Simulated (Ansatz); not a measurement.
# Pd (Fm-3m) in Ansatz: notebook

One crystal, Pd, is run at these levels: PBEsol+D4, PBE; tasks: single point.

All numbers are computed with Ansatz 0.2.0; they aren't measurements. Logs are shortened: lines on timing, memory, paths and dates and some standing lists are left out, and cuts for length are marked.

**1. Starting point**

It takes space group Fm-3m (No. 225, cubic). Conventional cell: a = 3.893 Å, b = 3.893 Å, c = 3.893 Å, α = 90.00°, β = 90.00°, γ = 90.00°. Around Pd (site symmetry m-3m) lie 12 Pd at 2.75 Å.

**2. Single point, PBEsol+D4, spin-orbit coupling, no magnetisation (cell strained at random at fixed volume)**

input.yaml

```yaml
crystal:
  lattice:
    - [-0.004693, 1.956145, 1.969892]
    - [1.978905, 0.006614, 1.958585]
    - [1.946171, 1.912105, 0.039348]
  atoms:
    - { symbol: Pd, position: [-0.015569, 0.008516, 0.009515] }
kpoints:
  mp_grid: { grid: [9, 9, 9] }
scf:
  occupations: { method: tetrahedron }
hamiltonian:
  xc: pbesol
  dispersion: d4
  pseudopotentials: { kind: all_electron, lapw: { basis_error: 0.001 } }
magnetization:
  noncollinear: true
  spin_orbit: true
output:
  forces: true
  stress: true
  eigenvalues: true
```

Potentials or basis: all-electron LAPW, relativistic spinors.

Command:

```console
> ansatz run input.yaml --threads 1 --pin off --max-ram 3072MiB --backend cpu --events-out ev --progress --plain --runs-dir out
```

The program printed:

```text
Warning: output.forces, output.stress, relax.cell or npt_langevin: where a Kohn–Sham band that disperses or a degenerate level is filled in part under the method tetrahedron, the forces or the stress that this run publishes need not agree with its energy (scf.occupations.method in the input reference, under Limitations); prefer a smearing scheme for the forces or the stress
Warning: RAYON_NUM_THREADS=1 ignored (pool sized by the plan → 1); use --threads N
LAPW: plane waves up to 8.528 Å⁻¹, error target 1.0e-3 eV per atom; Dirac's equation on spinors; Pd in spheres of 1.352 Å, 28 of its electrons in bands (how accurate: hamiltonian.pseudopotentials.lapw.basis_error, Limitations)
Engine: ansatz 0.2.0, x86_64-unknown-linux-gnu
Pseudopotentials: kind: all_electron
Pseudopotential: Pd, LAPW, valence charge 28, lapw/all_electron/dirac/gaussian/Pd, Dirac's equation, gaussian nucleus
Functional definition: PBEsol
  exchange = pbesol_x
  correlation = pbesol_c
davidson cushion auto → on  (no smearing: the cushion is to keep the highest requested band from converging to the state above it; pin scf.eigensolver.cushion to override)
non-collinear run that drives no moment, with spin-orbit: no starting moment large enough to seed its density (crystal.atoms[].spin), no starting occupations that ask for one, no magnetisation constraint and no magnetic field, so the semilocal B_xc is pinned to zero
Crystal: 1 atoms, lattice volume = 14.750 Å³
Basis set: ecut = 277.07697497395264 eV, 167 PW (Γ), FFT grids on a1−a3, a2−a3, a3, exchange–correlation at level 2
Bands: 36, of which v1, the nominal top of the filled ones, is band 28 counted from 1 (27 counted from 0)
Symmetry: 2 space group operations + 2 with time reversal
Magnetic group: BNS 2.5 (UNI 5), of the structure as read, at distance tolerance 2.5e-5 Å
k-points: 365 of 729
Non-local potential: Pd, projectors of the file, none
Initial density: superposition of atomic densities (chi_scale 0.1, normalization cell)
Initial wavefunctions: plane waves of lowest kinetic energy (no species holds an atomic orbital)
Functional: x = pbesol(κ = 0.804, μ = 0.12345679012345678), c = pbesol(β = 0.046)
iter 1 solved again at ethr=1.06e-3 eV; its pass at ethr=1.00e-1 eV (dr2=2.97e-1 eV) is discarded
SCF iter   1: F=—  HF=-137270.523963 eV  |F-HF|=—  |Δ(HF+E_count)|=         —  Δρ=5.88e-2  dr2=2.97e-1  dr2_m=0.00e0 (ungated)  ethr=1.06e-3  |M|=0.00e0 ∫|m|=0.00e0 μB  β_m=0.30  ⟨swp⟩=2.3  Hψ=83196  notcnv=0
preconditioner: auto → none  [metal: no gap  n_scr=8 (ndim 8)  ℏωp=30.6 eV  f_vac=0.008  sad-step TF]
SCF iter   2: F=—  HF=-137269.527271 eV  |F-HF|=—  |Δ(HF+E_count)|=   9.97e-1  Δρ=2.63e-2  dr2=7.00e-2  dr2_m=0.00e0 (ungated)  ethr=1.06e-3  |M|=0.00e0 ∫|m|=0.00e0 μB  β_m=0.34  ⟨swp⟩=2.0  Hψ=35934  notcnv=0
SCF iter   3: F=—  HF=-137269.460325 eV  |F-HF|=—  |Δ(HF+E_count)|=         —  Δρ=1.21e-2  dr2=1.63e-2  dr2_m=0.00e0 (ungated)  ethr=2.50e-4  |M|=0.00e0 ∫|m|=0.00e0 μB  β_m=0.56  ⟨swp⟩=2.0  Hψ=39566  notcnv=0
the basis was enlarged: its passes take 3.4 MiB over the memory plan, 1 of 1 planned eigensolver slots
iter 4 solved again at ethr=1.21e-6 eV; its pass at ethr=5.80e-5 eV (dr2=3.38e-4 eV) is discarded
SCF iter   4: F=—  HF=-137269.446869 eV  |F-HF|=—  |Δ(HF+E_count)|=   1.35e-2  Δρ=1.74e-3  dr2=3.37e-4  dr2_m=0.00e0 (ungated)  ethr=1.21e-6  |M|=0.00e0 ∫|m|=0.00e0 μB  β_m=0.64  ⟨swp⟩=2.4  Hψ=69102  notcnv=0
SCF iter   5: F=—  HF=-137269.446500 eV  |F-HF|=—  |Δ(HF+E_count)|=   3.69e-4  Δρ=1.58e-4  dr2=2.56e-6  dr2_m=0.00e0 (ungated)  ethr=1.20e-6  |M|=0.00e0 ∫|m|=0.00e0 μB  β_m=0.62  ⟨swp⟩=2.0  Hψ=39560  notcnv=0
SCF iter   6: F=—  HF=-137269.446544 eV  |F-HF|=—  |Δ(HF+E_count)|=   4.36e-5  Δρ=3.92e-5  dr2=1.15e-7  dr2_m=0.00e0 (ungated)  ethr=9.16e-9  |M|=0.00e0 ∫|m|=0.00e0 μB  β_m=0.69  ⟨swp⟩=3.0  Hψ=43040  notcnv=0
SCF iter   7: F=-137269.446566 eV  HF=-137269.446566 eV  |F-HF|=1.75e-9  |Δ(HF+E_count)|=   2.27e-5  Δρ=8.18e-6  dr2=6.32e-9  dr2_m=0.00e0 (ungated)  ethr=4.12e-10  |M|=0.00e0 ∫|m|=0.00e0 μB  ⟨swp⟩=3.0  Hψ=45646  notcnv=0
SCF 1 converged in 7 iterations: F = -137269.446566 eV  dr2 = 6.32e-9
SCF converged after 7 iterations
Stability not checked: this state was not tested for a lower state beside it, because cold or Methfessel-Paxton smearing, or corrected tetrahedra, fill the levels in a way that the test cannot read (fill_not_monotonic; see scf.lower_state_search)
Magnetization: |M| = 0.0000 μB,  M = (+0.0000, +0.0000, +0.0000) μB
Absolute magnetization: 0.0000 μB (∫|m|)
  site 0: m = (+0.0000, +0.0000, +0.0000) μB, |m| = 0.0000 μB  (R = 1.35 Å)
Free energy (F): -137269.446566 eV
Harris-Foulkes:  -137269.446566 eV  (|F-HF|=1.75e-9)
Internal energy: -137269.446425 eV  (E = F + TS)
E sigma→0 (E₀):  -137269.446566 eV
Entropy (-TS):   -0.000142 eV (-0.142 meV/atom)
Fermi energy:    21.342441 eV
--- Per-component energies (eV) ---
  E_band       = -3138.767796
  E_kinetic    = 143360.702224
  E_xc         = -3856.866447
  E_electrostatic = -276772.995718  (all electrons and nuclei)
  E_disp       = -0.286484  (pairwise vdW)
  E_smearing   = -0.000142  (= −TS)
  E_closure    = 0.000000  (closes the sum)
  E_atoms      = -137264.678334  (free atoms, spherical and without spin; not in F)
  Σ components = -137269.446566   (vs F -137269.446566, Δ=0.00e0)
  Basis errors (estimates in eV, not in F): energy 2.3e-4 per atom: plane waves 2.0e-4 (1.1e-4 summed), levels above the bands 0.0e0, relativity 7.5e-8, radial functions 2.6e-5, core shells 9.9e-8; eigenvalues (radial functions only) 7.6e-6; not estimated: angular momenta, meshes, grids; target (lapw.basis_error) 1.0e-3; muffin-tin radii Pd 1.352 Å
--- Forces (eV/Å), atoms counted from 1 ---
  atom   1  Pd     0.00000000     0.00000000     0.00000000
  max |Σ_I F_I| component: 0.00e0 eV/Å
--- Stress (GPa, compression-positive) ---
       -5.796360       1.455827      -1.052523
        1.455827      -4.774545      -2.161334
       -1.052523      -2.161334      -5.044838
  P = ⅓ Tr σ = -5.2052 GPa (-52.052 kbar)
--- Band table (eV; the first three rows and the last of 365) ---
  k-point 0: bands = ["-306.2772", "-306.2772", "-306.2575", "-306.2575", "-300.7442", "-300.7442", "-300.7286", "-300.7286", "-300.7142", "-300.7142", "-62.6940", "-62.6940", "-31.3637", "-31.3637", "-26.8266", "-26.8266", "-26.8123", "-26.8123", "14.0887", "14.0887", "18.2553", "18.2553", "18.3591", "18.3591", "18.7619", "18.7619", "20.0932", "20.0932", "20.2411", "20.2411", "38.2516", "38.2516", "42.5310", "42.5310", "42.7074", "42.7074"]
  k-point 1: bands = ["-306.2772", "-306.2772", "-306.2575", "-306.2575", "-300.7442", "-300.7442", "-300.7286", "-300.7286", "-300.7142", "-300.7142", "-62.6867", "-62.6867", "-31.3830", "-31.3830", "-26.8684", "-26.8684", "-26.8217", "-26.8217", "14.5500", "14.5500", "18.3595", "18.3595", "18.4583", "18.4583", "18.7450", "18.7450", "20.0070", "20.0070", "20.1333", "20.1333", "38.7710", "38.7710", "41.1923", "41.1923", "43.0893", "43.0893"]
  k-point 2: bands = ["-306.2772", "-306.2772", "-306.2575", "-306.2575", "-300.7442", "-300.7442", "-300.7286", "-300.7286", "-300.7142", "-300.7142", "-62.6680", "-62.6680", "-31.4324", "-31.4324", "-26.9734", "-26.9734", "-26.8447", "-26.8447", "15.6407", "15.6407", "18.3484", "18.3484", "18.6157", "18.6157", "19.0024", "19.0024", "19.9945", "19.9945", "20.1920", "20.1920", "37.3519", "37.3519", "39.4021", "39.4021", "44.1134", "44.1134"]
  k-point 364: bands = ["-306.2772", "-306.2772", "-306.2575", "-306.2575", "-300.7442", "-300.7442", "-300.7286", "-300.7286", "-300.7142", "-300.7142", "-62.6400", "-62.6400", "-31.5120", "-31.5120", "-27.1199", "-27.1199", "-26.9052", "-26.9052", "16.2589", "16.2589", "18.0277", "18.0277", "18.9098", "18.9098", "19.9833", "19.9833", "21.2408", "21.2408", "23.7504", "23.7504", "28.4693", "28.4693", "37.7006", "37.7006", "40.5822", "40.5822"]
```

It took 4.7 min on 1 thread of Intel Xeon at 2.70GHz, shared host; peak memory 1 GiB.

What came out:

```
Free energy            : -137269.4466 eV
Pressure               : -5.2 GPa
Band gap on the k mesh : none (metal or under the smearing width)
```

Stress tensor (GPa, compression positive):
```
-5.80  1.46 -1.05
 1.46 -4.77 -2.16
-1.05 -2.16 -5.04
```

Caveat: the k mesh is thin for a metal, which can move the energy by tens of meV per atom; pairwise dispersion overbinds metals, which lowers pressure and volume; with tetrahedron occupations forces and stress needn't match the slope of the energy.

**3. Single point, PBE**

input.yaml

```yaml
crystal:
  lattice:
    - [0.0, 1.9465, 1.9465]
    - [1.9465, 0.0, 1.9465]
    - [1.9465, 1.9465, 0.0]
  atoms:
    - { symbol: Pd, position: [0.0, 0.0, 0.0] }
kpoints:
  mp_grid: { grid: [5, 5, 5] }
scf:
  occupations: { method: fermi_dirac, width: 0.03 }
hamiltonian:
  xc: pbe
  pseudopotentials: { kind: all_electron, lapw: { basis_error: 0.002 } }
output:
  forces: true
  stress: true
  eigenvalues: true
```

Potentials or basis: all-electron LAPW, scalar-relativistic.

Command:

```console
> ansatz run input.yaml --threads 1 --pin off --max-ram 3072MiB --backend cpu --events-out ev --progress --plain --runs-dir out
```

It took 1.4 s on 1 thread of Arm Neoverse V1, shared host; peak memory 0.21 GiB.

The run converged. Its results:

| Property | Result |
| --- | --- |
| Free energy | -137306.5133 eV |
| Pressure | 9.5 GPa |
| Band gap on the k mesh | none (metal or under the smearing width) |

Levels at points of the mesh, in eV from the Fermi level:
```
           k point  band 12  band 13  band 14  band 15  band 16  band 17
(0.00, 0.00, 0.00)    -2.76    -2.76    -1.15    -1.15    17.07    21.79
```

Caveat: the k mesh is coarse (spacing up to 0.56 Å⁻¹), so the values aren't converged; the k mesh is thin for a metal, which can move the energy by tens of meV per atom.

**4. Single point, PBE**

input.yaml

```yaml
crystal:
  lattice:
    - [0.0, 1.9465, 1.9465]
    - [1.9465, 0.0, 1.9465]
    - [1.9465, 1.9465, 0.0]
  atoms:
    - { symbol: Pd, position: [0.0, 0.0, 0.0] }
kpoints:
  mp_grid: { grid: [12, 12, 12] }
scf:
  occupations: { method: gaussian, width: 0.013 }
hamiltonian:
  xc: pbe
  pseudopotentials: { kind: all_electron, lapw: { basis_error: 0.001 } }
output:
  forces: true
  stress: true
  eigenvalues: true
```

Command:

```console
> ansatz run input.yaml --threads 1 --pin off --max-ram 3072MiB --backend cpu --events-out ev --progress --plain --runs-dir out
```

Wall time 6.4 s (1 thread of Arm Neoverse V1, shared host); peak memory 0.27 GiB.

Results (log left out):

```
Free energy            : -137306.6686 eV
Pressure               : 6.8 GPa
Band gap on the k mesh : none (metal or under the smearing width)
```

Levels at points of the mesh, in eV from the Fermi level:
```csv
k point,band 11,band 12,band 13,band 14,band 15,band 16,band 17,band 18
"(0.00, 0.00, 0.00)",-2.82,-2.82,-2.82,-1.20,-1.20,17.04,21.76,21.76
"(0.00, 0.00, -0.50)",-2.87,-2.87,0.00,0.00,1.04,7.34,16.44,20.96
"(0.00, -0.50, -0.50)",-5.09,-0.03,0.32,0.32,3.37,10.79,13.21,13.21
```

**5. Single point, PBE**

Edit input.yaml of step 4 so:

```diff
@@ -10,3 +10,3 @@
 scf:
-  occupations: { method: gaussian, width: 0.013 }
+  occupations: { method: gaussian, width: 0.023 }
 hamiltonian:
```

Potentials or basis: all-electron LAPW, scalar-relativistic.

Command:

```console
> ansatz run input.yaml --threads 1 --pin off --max-ram 3072MiB --backend cpu --events-out ev --progress --plain --runs-dir out
```

The program printed:

```text
Warning: RAYON_NUM_THREADS=1 ignored (pool sized by the plan → 1); use --threads N
LAPW: plane waves up to 8.362 Å⁻¹, error target 1.0e-3 eV per atom; small_component_spin mean_spin; Pd in spheres of 1.376 Å, 28 of its electrons in bands, Dirac shells [] (how accurate: hamiltonian.pseudopotentials.lapw.basis_error, Limitations)
Engine: ansatz 0.2.0, aarch64-unknown-linux-gnu
[... 1 set-up line as earlier in the session ...]
Pseudopotential: Pd, LAPW, valence charge 28, lapw/all_electron/scalar/gaussian/Pd, Koelling and Harmon's equation, gaussian nucleus
Functional definition: PBE
  parameter kappa = 0.804
  parameter beta = 0.06672455060314922
  exchange = pbe_x(kappa = kappa, mu = beta*pi^2/3)
  correlation = pbe_c(beta = beta)
Crystal: 1 atoms, lattice volume = 14.750 Å³
Basis set: ecut = 266.4040498063722 eV, 137 PW (Γ), exchange–correlation at level 2
Bands: 18, of which v1, the nominal top of the filled ones, is band 14 counted from 1 (13 counted from 0)
Symmetry: 48 space group operations
Space group: Fm-3m (ITA 225), of the structure as read, at distance tolerance 2.5e-5 Å
k-points: 72 of 1728
[... 3 set-up lines as earlier in the session ...]
Functional: x = pbe(κ = 0.804, μ = 0.2195149727645171), c = pbe(β = 0.06672455060314922)
iter 1 solved again at ethr=7.20e-4 eV; its pass at ethr=1.00e-1 eV (dr2=2.02e-1 eV) is discarded
SCF iter   1: F=—  HF=-137307.575180 eV  |F-HF|=—  |Δ(HF+E_count)|=         —  Δρ=4.94e-2  dr2=2.02e-1  ethr=7.20e-4  ⟨swp⟩=2.7  Hψ=8280  notcnv=0
preconditioner: auto → none  [metal: Δε(μ)=0.010 eV  Ē_g=13.580 eV  σ=0.023 eV  W_gap=0.24  n_scr=8 (ndim 8)  ℏωp=30.6 eV  f_vac=0.005  D(μ)=5.55/eV (n_scr^D=136)  sad-step TF]
iter 2 solved again at ethr=1.79e-5 eV; its pass at ethr=7.20e-4 eV (dr2=5.02e-3 eV) is discarded
SCF iter   2: F=—  HF=-137306.830116 eV  |F-HF|=—  |Δ(HF+E_count)|=   7.45e-1  Δρ=5.78e-3  dr2=5.02e-3  ethr=1.79e-5  ⟨swp⟩=2.0  Hψ=6539  notcnv=0
SCF iter   3: F=—  HF=-137306.675946 eV  |F-HF|=—  |Δ(HF+E_count)|=   1.54e-1  Δρ=1.01e-2  dr2=1.06e-2  ethr=1.79e-5  ⟨swp⟩=3.0  Hψ=4265  notcnv=0
SCF iter   4: F=—  HF=-137306.669486 eV  |F-HF|=—  |Δ(HF+E_count)|=         —  Δρ=8.65e-4  dr2=9.09e-5  ethr=1.79e-5  ⟨swp⟩=2.0  Hψ=3912  notcnv=0
the basis was enlarged: its passes take 261.1 KiB over the memory plan, 1 of 1 planned eigensolver slots
SCF iter   5: F=—  HF=-137306.669252 eV  |F-HF|=—  |Δ(HF+E_count)|=   2.34e-4  Δρ=3.17e-4  dr2=9.53e-6  ethr=3.25e-7  ⟨swp⟩=3.0  Hψ=3754  notcnv=0
SCF iter   6: F=—  HF=-137306.669249 eV  |F-HF|=—  |Δ(HF+E_count)|=   2.56e-6  Δρ=2.18e-5  dr2=4.86e-8  ethr=3.40e-8  ⟨swp⟩=2.0  Hψ=3651  notcnv=0
SCF iter   7: F=-137306.669249 eV  HF=-137306.669249 eV  |F-HF|=3.30e-8  |Δ(HF+E_count)|=   4.60e-7  Δρ=3.06e-6  dr2=9.89e-10  ethr=1.73e-10  ⟨swp⟩=3.0  Hψ=3849  notcnv=0
SCF 1 converged in 7 iterations: F = -137306.669249 eV  dr2 = 9.89e-10
SCF converged after 7 iterations
Free energy (F): -137306.669249 eV
Harris-Foulkes:  -137306.669249 eV  (|F-HF|=3.30e-8)
Internal energy: -137306.667577 eV  (E = F + TS)
E sigma→0 (E₀):  -137306.668413 eV
Entropy (-TS):   -0.001672 eV (-1.672 meV/atom)
Fermi energy:    21.467102 eV
--- Per-component energies (eV) ---
  E_band       = -3134.653512
  E_kinetic    = 143298.143752
  E_xc         = -3922.893968
  E_electrostatic = -276681.917362  (all electrons and nuclei)
  E_smearing   = -0.001672  (= −TS)
  E_closure    = 0.000000  (closes the sum)
  E_atoms      = -137302.962084  (free atoms, spherical and without spin; not in F)
  Σ components = -137306.669249   (vs F -137306.669249, Δ=0.00e0)
  Basis errors (estimates in eV, not in F): energy 2.1e-4 per atom: plane waves 1.7e-4 (1.2e-4 summed), levels above the bands 0.0e0, relativity 6.3e-8, radial functions 3.8e-5, core shells 5.4e-8; eigenvalues (radial functions only) 4.4e-6; not estimated: angular momenta, meshes, grids; target (lapw.basis_error) 1.0e-3; muffin-tin radii Pd 1.376 Å
--- Forces (eV/Å), atoms counted from 1 ---
  atom   1  Pd     0.00000000    -0.00000000     0.00000000
  max |Σ_I F_I| component: 1.97e-31 eV/Å
--- Stress (GPa, compression-positive) ---
        6.790968       0.000000       0.000000
        0.000000       6.790968       0.000000
        0.000000       0.000000       6.790968
  P = ⅓ Tr σ = 6.7910 GPa (67.910 kbar)
--- Band table (eV; the first three rows and the last of 72) ---
  k-point 0: bands = ["-302.8456", "-302.8456", "-302.8456", "-302.8229", "-302.8229", "-62.6401", "-28.1401", "-28.1401", "-28.1401", "14.3478", "18.6496", "18.6496", "18.6496", "20.2641", "20.2641", "38.5100", "43.2268", "43.2268"]
  k-point 1: bands = ["-302.8456", "-302.8456", "-302.8456", "-302.8229", "-302.8229", "-62.6364", "-28.1682", "-28.1441", "-28.1441", "14.5984", "18.5636", "18.7346", "18.7346", "20.2251", "20.2251", "38.7628", "41.8068", "43.5174"]
  k-point 2: bands = ["-302.8456", "-302.8456", "-302.8456", "-302.8229", "-302.8229", "-62.6265", "-28.2445", "-28.1549", "-28.1549", "15.2764", "18.4152", "18.9066", "18.9066", "20.1992", "20.1992", "38.6521", "39.8349", "44.2840"]
  k-point 71: bands = ["-302.8456", "-302.8456", "-302.8456", "-302.8229", "-302.8229", "-62.5675", "-28.4127", "-28.4127", "-28.2974", "17.1619", "18.1057", "18.1057", "20.1676", "21.7852", "30.4011", "30.4011", "31.8843", "33.0952"]
```

Run time: 6 s. Hardware: 1 thread of Arm Neoverse V1, shared host; peak memory 0.27 GiB.

What came out:

```yaml
Free_energy: -137306.6692 eV
Pressure: 6.8 GPa
Band_gap_on_the_k_mesh: none (metal or under the smearing width)
```

**6. Overview**

| level | potentials or basis | spin | cell | k mesh | cutoff (eV) | smearing | basis error allowed | mesh quality | gap on the mesh (eV) | pressure (GPa) |
| --- | --- | --- | --- | --- | --- | --- | --- | --- | --- | --- |
| PBEsol+D4 | all-electron LAPW, relativistic spinors | SOC, no magnetisation | cell strained at random at fixed volume | 9 × 9 × 9 | 277 | tetrahedron | 0.001 eV/atom | coarse | none | -5.2 |
| PBE | all-electron LAPW, scalar-relativistic | off | as given | 5 × 5 × 5 | 247 | fermi-dirac 0.03 eV | 0.002 eV/atom | coarse | none | 9.5 |
| PBE | all-electron LAPW, scalar-relativistic | off | as given | 12 × 12 × 12 | 266 | gaussian 0.013 eV | 0.001 eV/atom | not flagged | none | 6.8 |
| PBE | all-electron LAPW, scalar-relativistic | off | as given | 12 × 12 × 12 | 266 | gaussian 0.023 eV | 0.001 eV/atom | not flagged | none | 6.8 |

Alike in all rows: task single point.

Caveats: some runs use coarse meshes; the k mesh is thin for a metal, which can move the energy by tens of meV per atom (some runs); pairwise dispersion overbinds metals, which lowers pressure and volume (some runs); with tetrahedron occupations forces and stress needn't match the slope of the energy (some runs).

Compare energies only between runs with the same functional and basis.
